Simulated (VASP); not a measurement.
# ZrSe2 (P-3m1) in VASP: further runs, part 2 of 2

VASP 6.6.1. The steps go on from the part before.

### Step 3. Relaxation of cell and atoms, LDA

This run uses another cell than the first one, of 25.78 Å³/atom, 0.960 times its volume.

File INCAR:

```
PREC = Accurate ; ENCUT = 600
EDIFF = 1E-6 ; ISMEAR = 0
SIGMA = 0.03 ; LREAL = F
LASPH = T ; NELM = 80
ALGO = Normal ; ISIF = 3
LWAVE = F ; LCHARG = F
IBRION = 2 ; NSW = 90
EDIFFG = -0.01 ; KPAR = 2
```

File KPOINTS:

```
regular mesh
0
Gamma
  9 9 5
```

File POSCAR:

```
ZrSe2
1.0
    3.7980000000      0.0000000000      0.0000000000
   -1.8990000000      3.2891644836      0.0000000000
    0.0000000000      0.0000000000      6.1920000000
Zr Se
1 2
Direct
    0.0000000000      0.0000000000      0.0000000000
    0.3333333333      0.6666666667      0.2500000000
    0.6666666667      0.3333333333      0.7500000000
```

Potentials or basis: VASP PAW LDA potentials, release 64 (Zr_sv, Se).

The run is started by

```bash
$ cat potpaw_LDA.64/Zr_sv/POTCAR potpaw_LDA.64/Se/POTCAR > POTCAR
$ mpirun -np 2 vasp_std > vasp.out
```

It took 2.7 min on 2 MPI ranks of Intel Xeon 6975P-C (Granite Rapids), shared host; peak memory 0.22 GiB.

Results (log left out):

```yaml
Free_energy: -21.6553 eV
Relaxed_volume: 23.42 Å³/atom
Relaxed_cell: a = 3.695 Å, b = 3.695 Å, c = 5.941 Å, α = 90.00°, β = 90.00°, γ = 120.00°
Space_group_after_relaxing_to_0.05_Å: P-3m1 (No. 164)
Energy_gained_by_relaxing: 20.3 meV/atom
Ionic_steps: 14
Pressure_after_relaxing: 0.0 GPa
Band_gap_on_the_k_mesh: none (metal or under the smearing width)
```

The path:
| step | energy change (eV) | largest force (eV/Å) | pressure (GPa) | volume (Å³) |
| --- | --- | --- | --- | --- |
| 1 | 0.0000 | 0.0474 | -2.98 | 77.35 |
| 2 | -0.0055 | 0.7389 | 3.29 | 72.11 |
| 3 | -0.0297 | 0.3484 | 0.11 | 74.53 |
| 4 | -0.0405 | 0.2221 | -0.04 | 74.06 |
| 5 | -0.0443 | 0.1018 | -0.18 | 73.61 |
| 6 | -0.0443 | 0.0875 | -0.22 | 73.55 |
| 7 | -0.0479 | 0.1007 | -0.04 | 73.03 |
| 8 | -0.0555 | 0.1398 | 0.51 | 71.48 |
| 9 | -0.0517 | 0.1962 | 1.91 | 68.41 |
| 10 | -0.0572 | 0.1786 | 1.02 | 70.37 |
| 11 | -0.0588 | 0.1388 | 0.80 | 70.35 |
| 12 | -0.0610 | 0.0199 | 0.16 | 70.27 |
| 13 | -0.0610 | 0.0028 | 0.06 | 70.26 |
| 14 | -0.0610 | 0.0004 | 0.03 | 70.25 |

Final structure:
```
Zr Se
1.0
     3.69531    0.00000    0.00000
    -1.84766    3.20023    0.00000
     0.00000    0.00000    5.94061
Zr Se
1 2
Direct
  0.00000 0.00000 0.00000
  0.33333 0.66667 0.26704
  0.66667 0.33333 0.73296
```

Levels at points of the mesh, in eV from the Fermi level:
| k point | band 10 | band 11 | band 12 | band 13 | band 14 | band 15 |
| --- | --- | --- | --- | --- | --- | --- |
| (0.00, 0.00, 0.00) | 0.00 | 0.00 | 0.14 | 0.96 | 0.96 | 1.22 |

LDA usually gives volumes a few per cent too small. Zero-point motion and thermal expansion aren't in these numbers.

### Step 4. Relaxation of cell and atoms, LDA

This run uses another cell than the first one, of 23.42 Å³/atom, 0.872 times its volume.

File INCAR:

```
PREC = Accurate ; ENCUT = 600
EDIFF = 1E-7 ; ISMEAR = 0
SIGMA = 0.03 ; LREAL = F
LASPH = T ; NELM = 80
ALGO = Normal ; ISIF = 3
LWAVE = F ; LCHARG = F
IBRION = 2 ; NSW = 90
EDIFFG = -0.005 ; KPAR = 2
```

KPOINTS is that of step 3.

File POSCAR:

```
ZrSe2                                   
1.0
    3.6953113934     -0.0000000000      0.0000000000
   -1.8476556967      3.2002335416      0.0000000000
    0.0000000000      0.0000000000      5.9406057494
  Zr              Se            
     1     2
Direct
     0.0000000000000000    0.0000000000000000    0.0000000000000000
     0.3333333332999970    0.6666666667000030    0.2670411753818770
     0.6666666667000030    0.3333333332999970    0.7329588246181229
```

The run is started by

```bash
$ cat potpaw_LDA.64/Zr_sv/POTCAR potpaw_LDA.64/Se/POTCAR > POTCAR
$ mpirun -np 2 vasp_std > vasp.out
```

Run time: 58 s. Hardware: 2 MPI ranks of Intel Xeon 6975P-C (Granite Rapids), shared host; peak memory 0.21 GiB.

Results (log left out):

* Free energy: -21.6546 eV
* Relaxed volume: 23.44 Å³/atom
* Relaxed cell: a = 3.696 Å, b = 3.696 Å, c = 5.945 Å, α = 90.00°, β = 90.00°, γ = 120.00°
* Space group after relaxing (to 0.05 Å): P-3m1 (No. 164)
* Energy gained by relaxing: 0.0 meV/atom
* Ionic steps: 5
* Pressure after relaxing: 0.0 GPa
* Band gap on the k mesh: none (metal or under the smearing width)

Forces on the atoms (eV/Å):
```
Zr   0.000  0.000  0.000
Se   0.000  0.000 -0.003
Se   0.000  0.000  0.003
```

Final structure:
```cif
data_structure
_symmetry_space_group_name_H-M 'P 1'
_symmetry_Int_Tables_number 1
_cell_length_a 3.6960
_cell_length_b 3.6960
_cell_length_c 5.9446
_cell_angle_alpha 90.000
_cell_angle_beta 90.000
_cell_angle_gamma 120.000
_cell_volume 70.33
loop_
_atom_site_label
_atom_site_type_symbol
_atom_site_fract_x
_atom_site_fract_y
_atom_site_fract_z
_atom_site_occupancy
Zr1 Zr 0.00000 0.00000 0.00000 1
Se1 Se 0.33333 0.66667 0.26686 1
Se2 Se 0.66667 0.33333 0.73314 1
```

Levels at points of the mesh, in eV from the Fermi level:
| k point | band 9 | band 10 | band 11 | band 12 | band 13 | band 14 | band 15 | band 16 |
| --- | --- | --- | --- | --- | --- | --- | --- | --- |
| (0.00, 0.00, 0.00) | -2.77 | 0.00 | 0.00 | 0.13 | 0.96 | 0.96 | 1.22 | 4.09 |

### Step 5. Relaxation of cell and atoms, optB86b-vdW

This run uses another cell than the first one, of 25.78 Å³/atom, 0.960 times its volume.

File INCAR:

```
AGGAC    = 0.0          
ALGO     = Normal         # electronic algorithm
EDIFF    = 1E-6           # SCF threshold, eV
EDIFFG   = -0.01          # ionic threshold
ENCUT    = 600            # plane-wave cutoff, eV
GGA      = MK             # functional
IBRION   = 2              # ionic algorithm
ISIF     = 3              # what is computed and relaxed
ISMEAR   = 0              # smearing method
LASPH    = True           # aspherical terms in the spheres
LCHARG   = False          # write CHGCAR
LREAL    = False          # projectors in reciprocal space
LUSE_VDW = True         
LWAVE    = False          # write WAVECAR
NELM     = 80             # most SCF steps
NSW      = 90             # ionic steps
PARAM1   = 0.1234       
PARAM2   = 1.0          
PREC     = Accurate       # precision mode
SIGMA    = 0.03           # smearing width, eV
```

File KPOINTS:

```
k-points
0
Gamma
  9 9 5
```

File POSCAR:

```
ZrSe2
1.0
    3.7980000000      0.0000000000      0.0000000000
   -1.8990000000      3.2891644836      0.0000000000
    0.0000000000      0.0000000000      6.1920000000
Zr Se
1 2
Direct
    0.0000000000      0.0000000000      0.0000000000
    0.3333333333      0.6666666667      0.2500000000
    0.6666666667      0.3333333333      0.7500000000
```

Potentials or basis: VASP PAW PBE potentials, release 64 (Zr_sv, Se).

The run is started by

```bash
$ cat potpaw_PBE.64/Zr_sv/POTCAR potpaw_PBE.64/Se/POTCAR > POTCAR
$ mpirun -np 1 vasp_std > vasp.out
```

It took 16 min on 1 thread of Intel Xeon Platinum 8488C (Sapphire Rapids), shared host; peak memory 0.5 GiB.

It converged, with:

```yaml
Free_energy: -14.0613 eV
Relaxed_volume: 25.18 Å³/atom
Relaxed_cell: a = 3.764 Å, b = 3.764 Å, c = 6.156 Å, α = 90.00°, β = 90.00°, γ = 120.00°
Space_group_after_relaxing_to_0.05_Å: P-3m1 (No. 164)
Energy_gained_by_relaxing: 5.9 meV/atom
Ionic_steps: 18
Pressure_after_relaxing: 0.0 GPa
Band_gap_on_the_k_mesh: 0.22 eV, indirect (least direct gap 1.03 eV)
```

Forces in eV/Å, atoms in the order of the input:
```
Zr   0.000  0.000  0.000
Se   0.000  0.000 -0.003
Se   0.000  0.000  0.003
```

Step by step:
| step | energy change (eV) | largest force (eV/Å) | pressure (GPa) | volume (Å³) |
| --- | --- | --- | --- | --- |
| 1 | 0.0000 | 0.3496 | 0.56 | 77.35 |
| 2 | -0.0081 | 0.0090 | -1.15 | 78.36 |
| 3 | -0.0087 | 0.0620 | -0.82 | 78.15 |
| 4 | -0.0140 | 0.0522 | -0.19 | 77.14 |
| 5 | -0.0141 | 0.0506 | -0.09 | 76.98 |
| 6 | -0.0148 | 0.0622 | -0.01 | 76.77 |
| 7 | -0.0161 | 0.0954 | 0.26 | 76.13 |
| 8 | -0.0147 | 0.1597 | 0.85 | 74.86 |
| 9 | -0.0163 | 0.1150 | 0.42 | 75.79 |
| 10 | -0.0165 | 0.1036 | 0.36 | 75.78 |
| 11 | -0.0171 | 0.0688 | 0.18 | 75.74 |
| 12 | -0.0173 | 0.0009 | -0.17 | 75.66 |
| 13 | -0.0174 | 0.0293 | -0.03 | 75.69 |
| 14 | -0.0174 | 0.0274 | -0.05 | 75.69 |
| 15 | -0.0175 | 0.0236 | -0.05 | 75.67 |
| 16 | -0.0176 | 0.0133 | -0.04 | 75.62 |
| 17 | -0.0176 | 0.0080 | -0.02 | 75.50 |
| 18 | -0.0177 | 0.0026 | -0.02 | 75.53 |

Final structure:
```
CELL_PARAMETERS angstrom
3.76420 0.00000 0.00000
-1.88210 3.25990 0.00000
0.00000 0.00000 6.15553
ATOMIC_POSITIONS crystal
Zr 0.00000 0.00000 0.00000
Se 0.33333 0.66667 0.25918
Se 0.66667 0.33333 0.74082
```

Levels at points of the mesh, in eV from the valence-band top:
```csv
k point,band 10,band 11,band 12,band 13,band 14,band 15
"(0.00, 0.00, 0.00)",-0.02,-0.02,0.00,1.03,1.03,1.36
```

Caveat: the PAW data sets were made with another functional, which shifts forces and pressure a little; an odd mesh through Γ misses points on the zone boundary, where band edges often lie.

### Step 6. The runs side by side

| level | potentials or basis | gap on the mesh (eV) | pressure (GPa) | relaxed volume (Å³/atom) |
| --- | --- | --- | --- | --- |
| r2SCAN | VASP PAW PBE potentials, release 64 (Zr_sv, Se) | 0.79 | 0.0 | 26.88 |
| LDA | VASP PAW LDA potentials, release 64 (Zr_sv, Se) | none | 0.0 | 23.44 |
| optB86b-vdW | VASP PAW PBE potentials, release 64 (Zr_sv, Se) | 0.22 | 0.0 | 25.18 |

Alike in all rows: task relaxation of cell and atoms; no spin polarisation; cell relaxed; k mesh 9 × 9 × 5; cutoff (eV) 600; smearing gaussian 0.03 eV.

Caveats: the PAW data sets were made with another functional, which shifts forces and pressure a little (some runs); an odd mesh through Γ misses points on the zone boundary, where band edges often lie (some runs).

Absolute energies hang on the potentials; compare differences alone.
